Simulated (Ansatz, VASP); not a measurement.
P: VASP beside Ansatz

The input INCAR:

```
SYSTEM = P
  PREC = Accurate
  ENCUT = 520
  EDIFF = 1E-7
  ISMEAR = -1
  SIGMA = 0.05
  LREAL = .FALSE.
  LASPH = .TRUE.
  NELM = 80
  ALGO = Normal
  ISIF = 2
  LWAVE = .FALSE.
  LCHARG = .FALSE.
  GGA = PS
  NBANDS = 12
```

KPOINTS

```
Automatic mesh
0
G
  9 9 9
  0 0 0
```

POSCAR

```
P
1.0
    1.7257251780      0.9963478961      3.1296800121
   -1.7257251780      0.9963478961      3.1296800121
    0.0000000000     -1.9926957921      3.1296800121
P
2
Direct
    0.7729197500      0.7729197500      0.7729197500
    0.2270802500      0.2270802500      0.2270802500
```

Contents of input.yaml:

```yaml
crystal:
  lattice:
    - [1.725725178, 0.9963478961, 3.1296800121]
    - [-1.725725178, 0.9963478961, 3.1296800121]
    - [0.0, -1.9926957921, 3.1296800121]
  atoms:
    - { symbol: P, position: [0.77291975, 0.77291975, 0.77291975] }
    - { symbol: P, position: [0.22708025, 0.22708025, 0.22708025] }
hamiltonian:
  xc: pbesol
  pseudopotentials: { kind: paw }
kpoints:
  mp_grid: { grid: [9, 9, 9] }
scf:
  occupations: { method: fermi_dirac, width: 0.05 }
output:
  forces: true
  stress: true
  eigenvalues: true
```

This isn't the form of P at room conditions, which is orthorhombic.

Alike in both runs: task single point; functional PBEsol; k mesh 9 × 9 × 9; occupations fermi-dirac, width 0.05 eV; no spin polarisation.

|  | VASP | Ansatz |
| --- | --- | --- |
| version | VASP 6.6.1 | Ansatz 0.2.0 |
| potentials or method | VASP PAW PBE potentials, release 64 (P) | Ansatz PAW |
| plane-wave cutoff (eV) | 520 | 420 |
| valence electrons in the cell | 10 | 10 |

Ansatz gave:

| Property | Result |
| --- | --- |
| gap on the k mesh at the Fermi level (eV) | none |
| pressure (GPa) | -1.8 |
| largest component of the traceless stress (GPa) | 1.20 |
| rms of the force components (eV/Å) | 0.156 |

Question: Estimate VASP's values.

Answer: gap on the k mesh at the Fermi level (eV): none; pressure (GPa): -1.8; largest component of the traceless stress (GPa): 1.04; rms of the force components (eV/Å): 0.140.

Atom by atom the forces differ by 0.017 eV/Å (rms over components). A gap of «none» marks a metal or a gap that the smearing closes.

Caveats: the PAW data sets were made with another functional, which shifts forces and pressure a little (VASP); the PAW data sets come from PBE, with cores solved anew for the run's functional, which leaves a small shift of forces and pressure (Ansatz).
